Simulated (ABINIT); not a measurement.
Planning a run of ABINIT 10.8.3 on BaO (Fm-3m). The input:

```
acell 3*1.0 Angstrom
rprim 
  -0.000000000000 2.750000000000 2.750000000000
  2.750000000000 -0.000000000000 2.750000000000
  2.750000000000 2.750000000000 -0.000000000000
ntypat 2
znucl 56 8
natom 2
typat 1 2
xred 
  0.000000000000 0.000000000000 0.000000000000
  0.500000000000 0.500000000000 0.500000000000
pp_dirpath "pseudos"
pseudos "Ba.upf, O.upf"
ecut 36
ngkpt 6 6 6
nshiftk 1
shiftk 0 0 0
kptopt 1
chksymbreak 0
istwfk *1
occopt 1
irdwfk 1
optdriver 3
nband 31
ecuteps 3.9
inclvkb 2
awtr 1
symchi 1
indata_prefix "in"
outdata_prefix "out"
tmpdata_prefix "tmp"
```

The database entry behind the starting cell differs from later determinations by our own check (about 0.7 % short), so it need not match the best structure at ambient conditions.

```sh
OMP_NUM_THREADS=1 mpirun -n 4 abinit run.abi > log
```

**Question.** Estimate wall time and host memory on 4 MPI ranks of Arm Neoverse V2, shared host.

It took 18 s; on shared hardware allow 9.1 s to 36 s. Peak host memory was 0.67 GiB.

[Paths, hosts, dates, memory and timing lines, banners, echoed tables and standing remarks are left out of the program output.]

[Logs are printed without paths, hosts, clocks, repeated set-up lines and the standing remarks that a program may print on its own settings, such as how far it seeks lower states.]

[Runs of the session that timed out or met a known fault of the program may be left out.]

[Hosts, paths, dates, database ids (printed as entryN), source tags and the programs' standing remarks are cut or masked in the printed files.]

[G0W0 gaps are taken among the corrected bands and points alone; a level outside them can change the order at an edge.]

[Where Ansatz stands beside ABINIT at settings called matched, ABINIT's density can come from a denser mesh and the files from another edition; pairs whose starting gaps differed by over 0.03 eV were left out, so agreement reads better than it is.]
